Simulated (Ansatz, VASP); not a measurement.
## SnO2: 9 runs at one level of theory

The starting cell:

```xyz
6
Lattice="4.7380 0.0000 0.0000 0.0000 4.7380 0.0000 0.0000 0.0000 3.1865" Properties=species:S:1:pos:R:3 pbc="T T T"
Sn    2.3690    2.3690    1.5933
Sn    0.0000    0.0000    0.0000
O     3.8240    0.9140    1.5933
O     3.2830    3.2830    0.0000
O     0.9140    3.8240    1.5933
O     1.4550    1.4550    0.0000
```

Alike in all runs: task relaxation of cell and atoms; functional PBE; k mesh 6 × 6 × 8; occupations fermi-dirac, width 0.05 eV; no spin polarisation; no spin-orbit coupling.

```
                         program and potentials  plane-wave cutoff (eV)                                      notes  equilibrium volume (Å³/atom)
                             Ansatz, Ansatz PAW                     420  8.67 valence electrons an atom on average                         12.58
VASP, PBE PAW files O, Sn_d, release 54, 600 eV                     600  8.67 valence electrons an atom on average                         12.61
              VASP, PBE PAW files O, Sn, 580 eV                     580  5.33 valence electrons an atom on average                         12.59
          VASP, PBE PAW files O_h, Sn_d, 980 eV                     980  8.67 valence electrons an atom on average                         12.62
      VASP, PBE PAW files O_GW, Sn_d_GW, 680 eV                     680  8.67 valence electrons an atom on average                         12.55
          VASP, PBE PAW files O_s, Sn_d, 480 eV                     480  8.67 valence electrons an atom on average                         12.60
            VASP, PBE PAW files O, Sn_d, 600 eV                     600  8.67 valence electrons an atom on average                         12.61
  VASP, PBE PAW files O, Sn, release 54, 580 eV                     580  5.33 valence electrons an atom on average                         12.58
      VASP, PBE PAW files O_GW, Sn_d_GW, 630 eV                     630  8.67 valence electrons an atom on average                         12.54
```

The equilibrium volume spans 12.54 (VASP, PBE PAW files O_GW, Sn_d_GW, 630 eV) to 12.62 Å³/atom (VASP, PBE PAW files O_h, Sn_d, 980 eV). Relaxations stop with a little pressure left, so the last digit of a volume isn't settled.

Differences between rows come from potentials, basis sets and numerical settings, since the functional is the same but for its coding. Runs on potential files found faulty are left out.
